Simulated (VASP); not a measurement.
## From an Ansatz input to VASP: InSb (CsCl)

Ansatz input

```yaml
crystal:
  lattice:
    - [3.7689761794, 0.0, 0.0]
    - [0.0, 3.7689761794, 0.0]
    - [0.0, 0.0, 3.7689761794]
  atoms:
    - { symbol: In, position: [0.0, 0.0, 0.0] }
    - { symbol: Sb, position: [0.5, 0.5, 0.5] }
kpoints:
  mp_grid: { grid: [8, 8, 8] }
  band_path:
    path:
      - [0.0, 0.0, 0.0]
      - [0.0, 0.5, 0.0]
      - [0.5, 0.5, 0.0]
      - [0.5, 0.5, 0.5]
      - [0.1, 0.5, 0.0]
    npoints: 1
hamiltonian:
  xc: pbe
scf:
  occupations: { method: fermi_dirac, width: 0.02 }
  n_extra_bands: 8
magnetization:
  noncollinear: true
  spin_orbit: true
output:
  forces: true
  stress: true
  eigenvalues: true
```

Task: Which VASP files do the same job?

Result: 

INCAR

```
ENCUT = 520
MAGMOM = 0.0 0.0 0.0 0.0 0.0 0.0
LREAL = .FALSE.
GGA = PE
ISIF = 2
LSORBIT = .TRUE.
ISMEAR = -1
IBRION = -1
PREC = Accurate
NELM = 120
GGA_COMPAT = .FALSE.
LASPH = .TRUE.
NBANDS = 29
LWAVE = .FALSE.
SIGMA = 0.02
NSW = 0
EDIFF = 1E-7
LCHARG = .FALSE.
```

KPOINTS

```
KPOINTS created by Atomic Simulation Environment
0
Gamma
8 8 8
0 0 0
```

KPOINTS_OPT

```
special points
5
Reciprocal
0.0000000000 0.0000000000 0.0000000000 1
0.0000000000 0.5000000000 0.0000000000 1
0.5000000000 0.5000000000 0.0000000000 1
0.5000000000 0.5000000000 0.5000000000 1
0.1000000000 0.5000000000 0.0000000000 1
```

POSCAR

```
In Sb
 1.0000000000000000
     3.7689761793755929    0.0000000000000000    0.0000000000000000
     0.0000000000000000    3.7689761793755929    0.0000000000000000
     0.0000000000000000    0.0000000000000000    3.7689761793755929
 In  Sb
   1   1
Cartesian
  0.0000000000000000  0.0000000000000000  0.0000000000000000
  1.8844880896877965  1.8844880896877965  1.8844880896877965
```

VASP ran with the recommended PBE PAW datasets (18 valence electrons in the cell). Other inputs would serve too.

```json
{"": "gap between bands v and c", "Ansatz": "-3.52 eV (bands overlap: a metal)", "VASP": "-3.52 eV (bands overlap: a metal)"}
{"": "least direct gap", "Ansatz": "0.00 eV", "VASP": "0.00 eV"}
```

Each program uses its own PAW datasets. VASP's cell holds 18 valence electrons and Ansatz's 28.
